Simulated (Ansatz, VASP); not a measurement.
## One calculation of Ba, two programs

Contents of INCAR:

```
  PREC = Accurate
  ENCUT = 520
  EDIFF = 1E-6
  ISMEAR = -1
  SIGMA = 0.05
  LREAL = False
  LASPH = True
  NELM = 80
  ALGO = Normal
  ISIF = 2
  LWAVE = False
  LCHARG = True
  GGA = PE
  LELF = True
  LVHAR = True
  NBANDS = 17
```

KPOINTS

```
regular mesh
0
Gamma
  9 9 9
```

The input POSCAR:

```
Ba
1.0
    0.0000000000      3.0470843684      3.0470843684
    3.0470843684      0.0000000000      3.0470843684
    3.0470843684      3.0470843684      0.0000000000
Ba
2
Direct
   -0.1250000000     -0.1250000000     -0.1250000000
    0.1250000000      0.1250000000      0.1250000000
```

Input for Ansatz:

```yaml
crystal:
  lattice:
    - [0.0, 3.0470843684, 3.0470843684]
    - [3.0470843684, 0.0, 3.0470843684]
    - [3.0470843684, 3.0470843684, 0.0]
  atoms:
    - { symbol: Ba, position: [-0.125, -0.125, -0.125] }
    - { symbol: Ba, position: [0.125, 0.125, 0.125] }
kpoints:
  mp_grid: { grid: [9, 9, 9] }
scf:
  occupations: { method: fermi_dirac, width: 0.05 }
hamiltonian:
  xc: pbe
  pseudopotentials: { kind: all_electron, lapw: { basis_error: 0.001 } }
output:
  forces: true
  stress: true
  eigenvalues: true
  populations: true
```

Change from the starting cell: volume scaled by 0.5, LAPW.

Alike in both runs: task single point; functional PBE; k mesh 9 × 9 × 9; occupations fermi-dirac, width 0.05 eV; no spin polarisation.

```csv
,VASP,Ansatz
version,VASP 6.6.1,Ansatz 0.2.0
potentials or method,"VASP PAW PBE potentials, release 64 (Ba_sv)","all-electron LAPW, scalar-relativistic"
plane-wave cutoff (eV),520,see its input
```

|  | VASP | Ansatz | Ansatz less VASP |
| --- | --- | --- | --- |
| pressure (GPa) | 59.3 | 50.6 | -8.69 |

Ansatz ran all-electron here, so the differences hold the error of VASP's frozen core and of both bases.

Caveats: so large a pressure means that the cell lies far from this level's equilibrium, or that cutoff or potentials fall short (VASP). Spin-orbit coupling is left out, which matters for the levels of Ba.
